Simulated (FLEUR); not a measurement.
EuS: band structure with AM05

**The experiment to reproduce.**

From “Crystal-field mediated electronic transitions of EuS up to 35 GPa”, 2022, pmc:8786971, for a powder of EuS at 300 K: band gap 1.72 eV (optical).

The system is EuS.

```
Eu S
1.0
     0.00000    2.97850    2.97850
     2.97850    0.00000    2.97850
     2.97850    2.97850    0.00000
Eu S
1 1
Direct
  0.00000 0.00000 0.00000
  0.50000 0.50000 0.50000
```

```yaml
Program: FLEUR MaX-R8.1 (later development tree)
Task: band structure
Functional: AM05
Potentials_or_basis: all-electron
Basis: FLAPW
Kmax: 4.39 1/bohr
k_mesh: 8 × 8 × 8
Occupations: fermi-dirac, width 0.05 eV
Spin: collinear spin, ferromagnetic start
Starting_moments: "[7.0, 0.0] μB"
Gmax: 13.6 1/bohr
Muffin-tin_radii: Eu 2.66, S 2.23 bohr
lmax: Eu 11, S 9
Local_orbitals_a_species: Eu 5, S 4
Max_iterations: 60
Mixing_factor: 0.05
Mixer: Anderson
Mixer_history: 15
Density_convergence: 1e-05 me/bohr^3
```

```yaml
Band_gap_along_the_path: none (metal or under the smearing width)
Net_moment: 6.98 μB per cell
Site_moments: Eu +6.79; S -0.07 μB
Valence_electrons_inside_the_program's_atomic_spheres: Eu 14.84; S 4.63 (radii Eu 2.66, S 2.23 bohr)
```

Levels at the corners of the path, in eV from the Fermi level:
Spin up:
```
point  band 12  band 13  band 14  band 15  band 16  band 17  band 18
    Γ    -0.28     0.03     0.03     0.03     0.82     1.14     1.14
    X    -0.34    -0.34    -0.30    -0.12    -0.12     3.13     3.28
    W    -0.36    -0.32    -0.30    -0.27     1.95     1.95     3.61
    K    -0.34    -0.34    -0.30    -0.24     0.82     3.70     4.08
    Γ    -0.28     0.03     0.03     0.03     0.82     1.14     1.14
    L    -0.33    -0.33    -0.30    -0.28     2.90     3.29     3.74
    U    -0.34    -0.34    -0.30    -0.24     0.82     3.70     4.08
    W    -0.36    -0.32    -0.30    -0.27     1.95     1.95     3.61
    L    -0.33    -0.33    -0.30    -0.28     2.90     3.29     3.74
    K    -0.34    -0.34    -0.30    -0.24     0.82     3.70     4.08
    U    -0.34    -0.34    -0.30    -0.24     0.82     3.70     4.08
    X    -0.34    -0.34    -0.30    -0.12    -0.12     3.13     3.28
```
Spin down:
| point | band 4 | band 5 | band 6 | band 7 | band 8 | band 9 | band 10 | band 11 | band 12 | band 13 |
| --- | --- | --- | --- | --- | --- | --- | --- | --- | --- | --- |
| Γ | -17.81 | -13.37 | -2.55 | -2.55 | -2.55 | 1.35 | 1.89 | 1.89 | 1.89 | 2.76 |
| X | -17.93 | -13.02 | -3.71 | -2.90 | -2.90 | -0.20 | 3.95 | 3.99 | 4.10 | 4.20 |
| W | -17.99 | -12.78 | -3.89 | -3.50 | -3.50 | 2.19 | 2.19 | 4.11 | 4.20 | 4.22 |
| K | -17.90 | -12.79 | -3.90 | -3.63 | -3.30 | 1.10 | 3.64 | 4.05 | 4.11 | 4.24 |
| Γ | -17.81 | -13.37 | -2.55 | -2.55 | -2.55 | 1.35 | 1.89 | 1.89 | 1.89 | 2.76 |
| L | -17.84 | -12.40 | -5.10 | -3.69 | -3.69 | 2.73 | 3.97 | 3.97 | 3.99 | 4.27 |
| U | -17.90 | -12.79 | -3.90 | -3.63 | -3.30 | 1.10 | 3.64 | 4.05 | 4.11 | 4.24 |
| W | -17.99 | -12.78 | -3.89 | -3.50 | -3.50 | 2.19 | 2.19 | 4.11 | 4.20 | 4.22 |
| L | -17.84 | -12.40 | -5.10 | -3.69 | -3.69 | 2.73 | 3.97 | 3.97 | 3.99 | 4.27 |
| K | -17.90 | -12.79 | -3.90 | -3.63 | -3.30 | 1.10 | 3.64 | 4.05 | 4.11 | 4.24 |
| U | -17.90 | -12.79 | -3.90 | -3.63 | -3.30 | 1.10 | 3.64 | 4.05 | 4.11 | 4.24 |
| X | -17.93 | -13.02 | -3.71 | -2.90 | -2.90 | -0.20 | 3.95 | 3.99 | 4.10 | 4.20 |

Core levels (eV from the Fermi level):
| atom | levels |
| --- | --- |
| 1 Eu | 1s1/2 -48274.1, 2s1/2 -7920.6, 2p1/2 -7515.3, 2p3/2 -6868.2, 3s1/2 -1739.9, 3p1/2 -1564.8, 3p3/2 -1433.0, 4s1/2 -343.6, 3d3/2 -1129.4, 3d5/2 -1100.7, 4p1/2 -276.0, 4p3/2 -246.8, 4d3/2 -135.4, 4d5/2 -130.2 |
| 2 S | 1s1/2 -2391.8, 2s1/2 -205.2, 2p1/2 -151.3, 2p3/2 -150.1 |

Wall time 2.7 min on 1 thread of Arm Neoverse V1, with other jobs on the host, peak memory 0.13 GiB.

Measured gap of EuS: 1.72 eV (optical; 300 K; powder; “Crystal-field mediated electronic transitions of EuS up to 35 GPa”, 2022, pmc:8786971). This calculation gives 0.00 eV (-1.72 eV). So large a miss can be the level of theory's own, or it may mean another phase, state or a wrong row. Spin-orbit coupling on Eu is left out. The value is that of AM05, without temperature or zero-point motion. Semilocal functionals fall short of measured gaps as a rule. The run's magnetic order (collinear spin, ferromagnetic start) needn't be the measured crystal's.

Caveat: spin-orbit coupling is left out, which moves the levels of the heavy elements; a cell with one magnetic atom can't hold antiferromagnetic order, which such compounds often take; without U or exact exchange the open f shell lies at the Fermi level, which spoils levels, moments and volumes. The state reached can hang on the start; a lower one may exist.
